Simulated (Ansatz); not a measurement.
An Ansatz input:

```yaml
crystal:
  lattice:
    - [5.4412679522, 0.0, 0.0]
    - [-2.7206339761, 4.7122762754, 0.0]
    - [0.0, 0.0, 3.3787458925]
  atoms:
    - { symbol: In, position: [0.0, 0.0, 0.0] }
    - { symbol: In, position: [0.3333333333, 0.6666666667, 0.5] }
    - { symbol: In, position: [0.6666666667, 0.3333333333, 0.5] }
hamiltonian:
  xc: revpbe
  pseudopotentials:
    kind: paw
    azcp:
      In: "pseudopotentials/In.paw.azcp"
basis:
  ecutwfc: 420
  fft_grid_basis: typed
kpoints:
  mp_grid: { grid: [9, 9, 12], shift: [0, 0, 0] }
magnetization:
  spin_polarized: false
scf:
  occupations: { method: fermi_dirac, width: 0.1 }
output:
  write_density: true
  write_potential: true
  elf: true
  volumetric_format: npy
```

Output

```
Engine: ansatz 0.2.0, aarch64-unknown-linux-gnu
Pseudopotentials: kind: paw
Pseudopotential: In, paw, valence charge 13, recommended cutoff 420 eV (normal) 
Functional definition: revPBE
  parameter kappa = 1.245
  parameter beta = 0.06672455060314922
  exchange = pbe_x(kappa = kappa, mu = beta*pi^2/3)
  correlation = pbe_c(beta = beta)
Crystal: 3 atoms, lattice volume = 86.634 Å³
Basis set: ecut = 420 eV, 1697 PW (Γ)
Bands: 24, of which v1, the nominal top of the filled ones, is band 20 counted from 1 (19 counted from 0)
Symmetry: 24 space group operations
Space group: P6/mmm (ITA 191), of the structure as read, at distance tolerance 4.4e-5 Å
k-points: 84 of 972
Non-local potential: In, projectors of the file, l = 0: 2, l = 1: 2, l = 2: 2, l = 3: 2
PAW form: soft (Blöchl's): semilocal exchange-correlation on the pseudo side does not see the compensation charge
PAW frozen core: In, regenerated for the run's functional, and the local potential with it (the file was generated under x = pbe(κ = 0.804, μ = 0.2195149727645171), c = pbe(β = 0.06672455060314922))
PAW one-centre angular grid: In, 590 points (default); XC on 64 Gauss nodes
Initial density: superposition of atomic densities (neutral atoms: chi_scale 0, normalization atom), corrected by the library's trained network
Initial wavefunctions: pseudopotential atomic-orbital guess
Functional: x = revpbe(κ = 1.245, μ = 0.2195149727645171), c = pbe(β = 0.06672455060314922)
SCF iter   1: F=—  HF=-16811.480669 eV  |F-HF|=—  |Δ(HF+E_count)|=         —  Δρ=2.98e-3  dr2=4.86e-3  ethr=1.77e-3  ⟨swp⟩=5.6  Hψ=8714  notcnv=0
SCF iter   2: F=—  HF=-16811.477434 eV  |F-HF|=—  |Δ(HF+E_count)|=   3.24e-3  Δρ=9.38e-4  dr2=7.53e-4  ethr=1.25e-5  ⟨swp⟩=2.0  Hψ=4057  notcnv=0
SCF iter   3: F=—  HF=-16811.477499 eV  |F-HF|=—  |Δ(HF+E_count)|=   6.50e-5  Δρ=4.66e-4  dr2=2.33e-4  ethr=1.93e-6  ⟨swp⟩=1.2  Hψ=2036  notcnv=0
SCF iter   4: F=—  HF=-16811.477529 eV  |F-HF|=—  |Δ(HF+E_count)|=   3.00e-5  Δρ=9.37e-5  dr2=1.07e-5  ethr=5.97e-7  ⟨swp⟩=2.0  Hψ=2409  notcnv=0
SCF iter   5: F=—  HF=-16811.477529 eV  |F-HF|=—  |Δ(HF+E_count)|=   4.77e-7  Δρ=1.55e-5  dr2=2.09e-7  ethr=2.73e-8  ⟨swp⟩=3.0  Hψ=3850  notcnv=0
SCF iter   6: F=-16811.477529 eV  HF=-16811.477529 eV  |F-HF|=6.55e-11  |Δ(HF+E_count)|=   2.51e-8  Δρ=2.43e-6  dr2=2.81e-9  ethr=2.56e-10  ⟨swp⟩=4.4  Hψ=7142  notcnv=0
SCF 1 converged in 6 iterations: F = -16811.477529 eV  dr2 = 2.81e-9
SCF converged after 6 iterations
Free energy (F): -16811.477529 eV
Harris-Foulkes:  -16811.477529 eV  (|F-HF|=6.55e-11)
Internal energy: -16811.418053 eV  (E = F + TS)
E sigma→0 (E₀):  -16811.447791 eV
Entropy (-TS):   -0.059477 eV (-19.826 meV/atom)
Fermi energy:    9.032069 eV
--- Per-component energies (eV) ---
  E_band       = -115.928513
  E_kinetic    = 720.985873
  E_local      = -3416.193526  (includes V_loc(G=0)·N_el)
  E_nonlocal   = 1097.388741
  E_hartree    = 1337.416919
  E_xc         = -647.737507
  E_vxc        = -297.113527  (∫ρ·V_xc dr)
  E_paw        = -12473.324815  (= ΣΔE_a)
  E_vpaw       = -895.829923  (= ΣTr[D̂ρ^β])
  E_aug_tail   = 0.000077  (compensation charges beyond the density's cutoff)
  E_ewald      = -3430.098781
  E_core_change = 0.144965  (= ΣΔE_core)
  E_smearing   = -0.059477  (= −TS)
  E_closure    = 0.000000  (closes the sum)
  Σ components = -16811.477529   (vs F -16811.477529, Δ=0.00e0)
--- Band table (eV; the first three rows and the last of 84) ---
  k-point 0: bands = ["-5.7567", "-5.5735", "-5.5735", "-5.5700", "-5.5494", "-5.4851", "-5.4851", "-5.4533", "-5.4533", "-5.4520", "-5.4520", "-5.4485", "-5.4485", "-5.3132", "-5.3132", "0.1339", "6.2427", "6.4823", "8.2026", "8.2026", "8.3458", "8.3458", "13.3868", "16.5937"]
  k-point 1: bands = ["-5.7394", "-5.5724", "-5.5724", "-5.5530", "-5.5302", "-5.5147", "-5.5147", "-5.4797", "-5.4797", "-5.4308", "-5.4308", "-5.4302", "-5.4302", "-5.3160", "-5.3160", "0.2305", "6.3070", "6.5688", "8.2927", "8.2927", "8.4505", "8.4505", "12.3081", "17.8389"]
  k-point 2: bands = ["-5.6923", "-5.5696", "-5.5696", "-5.5600", "-5.5600", "-5.5146", "-5.5146", "-5.5068", "-5.4774", "-5.4236", "-5.4236", "-5.4047", "-5.4047", "-5.3211", "-5.3211", "0.5215", "6.4795", "6.8310", "8.5564", "8.5564", "8.7617", "8.7617", "10.5865", "16.2994"]
  k-point 83: bands = ["-5.6962", "-5.6552", "-5.5647", "-5.5647", "-5.5594", "-5.5594", "-5.5296", "-5.5296", "-5.4421", "-5.4176", "-5.4176", "-5.2941", "-5.2783", "-5.2756", "-5.2756", "5.3056", "5.3056", "5.8570", "6.4733", "7.2537", "7.2537", "12.3920", "13.4797", "13.4797"]
```
